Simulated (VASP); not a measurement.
# GaN (P6_3mc) in VASP: notebook

Runs on GaN. Level: PBE. Tasks: single point.

All numbers are computed with VASP 6.6.1; they aren't measurements. Logs are shortened: lines on timing, memory, paths and dates and some standing lists are left out, and cuts for length are marked.

## 1. The structure

The structure is hexagonal, space group P6_3mc (No. 186). The conventional cell has a = 3.180 Å, b = 3.180 Å, c = 5.166 Å, α = 90.00°, β = 90.00°, γ = 120.00°. Ga (site symmetry 3m) has 4 N at 1.94 to 1.95 Å as nearest neighbours. Around N (site symmetry 3m) lie 4 Ga at 1.94 to 1.95 Å.

## 2. Single point, PBE

The input, INCAR:

```
PREC = Accurate
ENCUT = 400
EDIFF = 1E-7
ISMEAR = 0
SIGMA = 0.05
LREAL = F
LASPH = T
NELM = 100
ALGO = Normal
ISIF = 2
LWAVE = F
LCHARG = F
GGA = PE
ADDGRID = F
```

The input, KPOINTS:

```
Automatic mesh
0
Gamma
  5 5 3
```

The input, POSCAR:

```
GaN
1.0
    3.1800000000      0.0000000000      0.0000000000
   -1.5900000000      2.7539607840      0.0000000000
    0.0000000000      0.0000000000      5.1660000000
Ga N
2 2
Direct
    0.6521390000      0.3316270000      0.5245870000
    0.3764220000      0.6884330000      0.0161300000
    0.6603830000      0.3218970000      0.8783140000
    0.3311160000      0.6688000000      0.3826530000
```

Potentials or basis: VASP PAW PBE potentials, release 64 (Ga, N).

Launch:

```sh
cat potpaw_PBE.64/Ga/POTCAR potpaw_PBE.64/N/POTCAR > POTCAR
mpirun -np 1 vasp_std > vasp.out
```

OUTCAR:

```text
PREC = Accurate
   ENCUT = 400
   EDIFF = 1E-7
   ISMEAR = 0
   LREAL = F
   LASPH = T
   NELM = 100
   ISIF = 2
   GGA = PE

 Found     38 irreducible k-points:

 Following reciprocal coordinates:
            Coordinates               Weight
  0.000000  0.000000  0.000000      1.000000
  0.200000  0.000000  0.000000      2.000000
  0.000000  0.200000  0.000000      2.000000
 -0.200000  0.200000  0.000000      2.000000
  0.400000  0.000000  0.000000      2.000000
  0.000000  0.400000  0.000000      2.000000
   k-points           NKPTS =     38   k-points in BZ     NKDIM =     38   number of bands    NBANDS=     12
   number of dos      NEDOS =    301   number of ions     NIONS =      4
   total plane-waves  NPLWV =  20736
   dimension x,y,z NGX =    24 NGY =   24 NGZ =   36
   dimension x,y,z NGXF=    48 NGYF=   48 NGZF=   72
   ions per type =               2   2
   NGX,Y,Z   is equivalent  to a cutoff of  12.55, 12.55, 11.59 a.u.
   NGXF,Y,Z  is equivalent  to a cutoff of  25.09, 25.09, 23.17 a.u.
 SYSTEM =  unknown system
   PREC   = accura    normal or accurate (medium, high low for compatibility)
   ISTART =      0    job   : 0-new  1-cont  2-samecut
   ICHARG =      2    charge: 1-file 2-atom 10-const
   ISPIN  =      1    spin polarized calculation?
   LNONCOLLINEAR =      F non collinear calculations
   LSORBIT =      F    spin-orbit coupling
   LASPH  =      T    aspherical Exc in radial PAW
   ENCUT  =  400.0 eV  29.40 Ry    5.42 a.u.   5.19  5.19  8.42*2*pi/ulx,y,z
   NELM   =    100;   NELMIN=  2; NELMDL= -5     # of ELM steps
   EDIFF  = 0.1E-06   stopping-criterion for ELM
   LREAL  =      F    real-space projection
   EDIFFG = 0.1E-05   stopping-criterion for IOM
   NSW    =      0    number of steps for IOM
   IBRION =     -1    ionic relax: 0-MD 1-quasi-New 2-CG
   NFREE  =      0    steps in history (QN), initial steepest desc. (CG)
   ISIF   =      2    stress and relaxation
   ISYM   =      2    0-nonsym 1-usesym 2-fastsym
   POTIM  = 0.5000    time-step for ionic-motion
   TEBEG  =    0.0;   TEEND  =   0.0 temperature during run
   PSTRESS=    0.0 pullay stress
   NELECT =      16.0000    total number of electrons
   NUPDOWN=      -1.0000    fix difference up-down
   EMIN   =  10.00;   EMAX   =-10.00  energy-range for DOS
   EFERMI =   0.00;   METHOD = LEGACY
   ISMEAR =     0;   SIGMA  =   0.05  broadening in eV -4-tet -1-fermi 0-gaus
   EFERMI_NEDOS =   21; number of points for ismear=-14 and -15
   IALGO  =     38    algorithm
   IMIX   =      4    mixing-type and parameters
     AMIX     =   0.40;   BMIX     =  1.00
     AMIX_MAG =   1.60;   BMIX_MAG =  1.00
  volume/ion in A,a.u.               =      11.31        76.33
  Fermi-wavevector in a.u.,A,eV,Ry     =   1.157715  2.187764 18.235949  1.340304
  Thomas-Fermi vector in A             =   2.294324
   LORBIT       =      0    0 simple, 1 ext, 2 COOP (PROOUT), +10 PAW based schemes
   GGA     = PE    functional components
   LHFCALC =     F    Hartree Fock is set to
   AEXX    =    0.0000 exact exchange contribution
   IVDW    =     0    specifies the selected vdW correction
   LEPSILON=     F    determine dielectric tensor
   LRPA    =     F    only Hartree local field effects (RPA)
 non-spin polarized calculation
 Gauss-broadening in eV      SIGMA  =   0.05
  energy-cutoff  :      400.00
  volume of cell :       45.24
 maximum number of plane-waves:       833
 NGX is ok and might be reduce to    24
   NGX = 11   NGY = 11   NGZ = 17

 number of electron      16.0000002 magnetization

 Free energy of the ion-electron system (eV)
  ---------------------------------------------------
  ext. energy  EPLUGINS =         0.00000000
  ---------------------------------------------------
  free energy    TOTEN  =       -23.92481166 eV

  energy without entropy =      -23.92481166  energy(sigma->0) =      -23.92481166

 E-fermi :   3.4905     XC(G=0): -10.9077

 val. band max:        3.2741313028   @ k =   0.0000   0.0000   0.0000
 cond. band min:       5.1069705715   @ k =   0.0000   0.0000   0.0000
 fundamental gap:      1.8328392687
 Fermi energy:         3.4904528803

 k-point     1 :       0.0000    0.0000    0.0000
  band No.  band energies     occupation
      1     -12.9446      2.00000
      2     -10.4519      2.00000
      3      -4.2396      2.00000
      4       1.7273      2.00000
      5       2.2829      2.00000
      6       2.8252      2.00000
      7       3.1092      2.00000
      8       3.2741      2.00000
      9       5.1070      0.00000
     10       7.6343      0.00000
     11      12.3061      0.00000
     12      12.9009      0.00000

 k-point     2 :       0.2000    0.0000    0.0000
  band No.  band energies     occupation
      1     -12.4207      2.00000
      2     -10.1367      2.00000
      3      -3.6948      2.00000
      4       0.0204      2.00000
      5       1.1085      2.00000
      6       1.1762      2.00000
      7       2.4305      2.00000
      8       2.8195      2.00000
      9       7.0200      0.00000
     10       9.1229      0.00000
     11      10.7211      0.00000
     12      11.8183      0.00000

 k-point     3 :       0.0000    0.2000    0.0000
  band No.  band energies     occupation
      1     -12.4060      2.00000
      2     -10.1299      2.00000
      3      -3.6941      2.00000
      4      -0.3092      2.00000
      5       0.8971      2.00000
      6       1.5076      2.00000
      7       2.3714      2.00000
      8       2.9628      2.00000
      9       7.0107      0.00000
     10       9.1264      0.00000
     11      11.0339      0.00000
     12      11.9658      0.00000

 k-point     4 :      -0.2000    0.2000    0.0000
  band No.  band energies     occupation
      1     -12.4095      2.00000
      2     -10.1262      2.00000
      3      -3.6964      2.00000
      4      -0.2974      2.00000
      5       0.9066      2.00000
      6       1.4914      2.00000
      7       2.3871      2.00000
      8       2.9697      2.00000
      9       7.0283      0.00000
     10       9.1098      0.00000
     11      10.8797      0.00000
     12      11.9572      0.00000

 k-point     5 :       0.4000    0.0000    0.0000
  band No.  band energies     occupation
      1     -11.1775      2.00000
      2      -9.7281      2.00000
      3      -2.9278      2.00000
      4      -1.9900      2.00000
      5      -1.1289      2.00000
      6       0.3837      2.00000
      7       1.1868      2.00000
      8       2.3347      2.00000
      9       8.0945      0.00000
     10       8.7763      0.00000
     11       9.2386      0.00000
     12      11.7710      0.00000

 k-point     6 :       0.0000    0.4000    0.0000
  band No.  band energies     occupation
      1     -11.0776      2.00000
      2      -9.7605      2.00000
      3      -3.1387      2.00000
      4      -2.0381      2.00000
      5      -1.3596      2.00000
      6       0.6075      2.00000
      7       0.9363      2.00000
      8       2.4621      2.00000
      9       8.2750      0.00000
     10       8.9346      0.00000
     11       9.4891      0.00000
     12      11.7342      0.00000

 [... further k-points ...]

------------------------ aborting loop because EDIFF is reached ----------------------------------------

  FORCE on cell =-STRESS in cart. coord.  units (eV):
  Direction    XX          YY          ZZ          XY          YZ          ZX
  --------------------------------------------------------------------------------------
  -------------------------------------------------------------------------------------
  Total        1.0702677      3.0132473      6.6733451     -1.0600928     -0.6668909     -0.2591804
  in kB       37.9021414    106.7102380    236.3278427    -37.5418079    -23.6170737     -9.1785356
  external PRESSURE =     126.9800740 kB  Pullay stress =       0.0000000 kB

 VOLUME and BASIS-vectors are now :
 -----------------------------------------------------------------------------
  energy-cutoff  :      400.00
  volume of cell :       45.24
      direct lattice vectors                 reciprocal lattice vectors
     3.180000000  0.000000000  0.000000000     0.314465409  0.181556688  0.000000000
    -1.590000000  2.753960784  0.000000000     0.000000000  0.363113377  0.000000000
     0.000000000  0.000000000  5.166000000     0.000000000  0.000000000  0.193573364

 POSITION                                       TOTAL-FORCE (eV/Angst)
 -----------------------------------------------------------------------------------
      1.54652      0.91329      2.71002         0.417299      0.123012     -2.668640
      0.10241      1.89592      0.08333        -0.998047     -1.150275     -0.309207
      1.58820      0.88649      4.53737         0.881440      1.124092      2.039443
     -0.01044      1.84185      1.97679        -0.300692     -0.096830      0.938405
 -----------------------------------------------------------------------------------
    total drift:                                0.000220     -0.000140     -0.000724

  FREE ENERGIE OF THE ION-ELECTRON SYSTEM (eV)
  ---------------------------------------------------
  free  energy   TOTEN  =       -23.9248116613 eV

  energy  without entropy=      -23.9248116613  energy(sigma->0) =      -23.92481166
```

Run time: 9.4 s. Hardware: 1 thread of Intel Xeon 6975P-C (Granite Rapids), shared host; peak memory 0.15 GiB.

These settings aren't checked as converged: the numbers below hold their error.

Results:

```yaml
Free_energy: -23.9248 eV
Largest_force: 2.704 eV/Å
Band_gap_on_the_k_mesh: 1.83 eV, direct
```

Caveat: the k mesh is coarse (spacing up to 0.46 Å⁻¹), so the values aren't converged; the cutoff is under 1.25 times the usual one of these potentials, so pressure, stress and relaxed cells hold a basis-set (Pulay) error.

## 3. Single point, PBE

INCAR: that of step 2 with these lines changed.

```diff
@@ -1,3 +1,3 @@
 PREC = Accurate
-ENCUT = 400
+ENCUT = 450
 EDIFF = 1E-7
```

KPOINTS is that of step 2.

The input, POSCAR:

```
GaN
1.0
    3.1800000000      0.0000000000      0.0000000000
   -1.5900000000      2.7539607840      0.0000000000
    0.0000000000      0.0000000000      5.1660000000
Ga N
2 2
Direct
    0.6666666667      0.3333333333      0.5000000000
    0.3333333333      0.6666666667      0.0000000000
    0.6666666667      0.3333333333      0.8750000000
    0.3333333333      0.6666666667      0.3750000000
```

Potentials or basis: VASP PAW PBE potentials, release 64 (Ga, N).

Launch:

```sh
cat potpaw_PBE.64/Ga/POTCAR potpaw_PBE.64/N/POTCAR > POTCAR
mpirun -np 1 vasp_std > vasp.out
```

It took 5 s on 1 thread of Intel Xeon 6975P-C (Granite Rapids), shared host; peak memory 0.15 GiB.

The run converged, but some of its settings lie outside the range that counts as converged, so its numbers aren't taken as properties of the crystal.

What came out:

| Quantity | Value |
| --- | --- |
| Free energy | -24.2081 eV |
| Largest force | 0.171 eV/Å |
| Band gap on the k mesh | 2.05 eV, direct |

Caveat: the k mesh is coarse (spacing up to 0.46 Å⁻¹), so the values aren't converged; the cutoff is under 1.25 times the usual one of these potentials, so pressure, stress and relaxed cells hold a basis-set (Pulay) error.

## 4. For comparison

An earlier run on the cell as given: functional PBEsol; potentials or basis VASP PAW PBE potentials, release 64 (Ga_d, N); cutoff 520 eV; k mesh 10 × 10 × 5; occupations fermi-dirac, width 0.05 eV; no spin polarisation.

- Pressure: 0.8 GPa
- Largest force: 0.131 eV/Å
- Band gap on the k mesh: 1.93 eV, direct
